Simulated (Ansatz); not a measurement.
**LiH: a single-point run**

Wanted: a converged single-point run for LiH, and a check of what comes out. The structure is shown as the input types it. The cell is built on a prototype (CsCl type) and needn't be the phase found in nature.

Method: density functional or hybrid calculation with the settings of its input, plane waves, in Ansatz 0.2.0.

1 further run of the same task is left out (it didn't finish).

### Step 1. The system as given

The structure is cubic, space group Pm-3m (No. 221). The conventional cell has a = 2.502 Å, b = 2.502 Å, c = 2.502 Å, α = 90.00°, β = 90.00°, γ = 90.00°. Around Li (site symmetry m-3m) lie 8 H at 2.17 Å. H (site symmetry m-3m) is surrounded by 8 Li at 2.17 Å.

Coordinates:

```cif
data_structure
_symmetry_space_group_name_H-M 'Pm-3m'
_symmetry_Int_Tables_number 221
_cell_length_a 2.5017
_cell_length_b 2.5017
_cell_length_c 2.5017
_cell_angle_alpha 90.000
_cell_angle_beta 90.000
_cell_angle_gamma 90.000
_cell_volume 15.66
loop_
_atom_site_label
_atom_site_type_symbol
_atom_site_symmetry_multiplicity
_atom_site_Wyckoff_symbol
_atom_site_fract_x
_atom_site_fract_y
_atom_site_fract_z
_atom_site_occupancy
Li1 Li 1 a 0.00000 0.00000 0.00000 1
H1 H 1 b 0.50000 0.50000 0.50000 1
```

### Step 2. The run

input.yaml

```yaml
crystal:
  lattice:
    - [2.5016587112, 0.0, 0.0]
    - [0.0, 2.5016587112, 0.0]
    - [0.0, 0.0, 2.5016587112]
  atoms:
    - { symbol: Li, position: [0.0, 0.0, 0.0] }
    - { symbol: H, position: [0.5, 0.5, 0.5] }
kpoints:
  mp_grid: { grid: [8, 8, 8] }
hamiltonian:
  xc: r2scan
scf:
  occupations: { method: methfessel_paxton, width: 4 }
  n_extra_bands: 4
output:
  forces: true
  stress: true
  eigenvalues: true
```

The run is started by

```
$ ansatz run input.yaml --threads 4 --pin off --max-ram 3686MiB --backend cpu --events-out ev --progress --plain --runs-dir out
```

Q: Will this input give a usable result? If not, why, and what should change?

The program finished normally. Convergence says nothing about whether the input makes sense.

The suspect setting: scf.occupations.width is 4. The width is far wider than usual, so occupations near the Fermi level are blurred and the entropy term grows.

The test: set scf.occupations.width to 0.001.
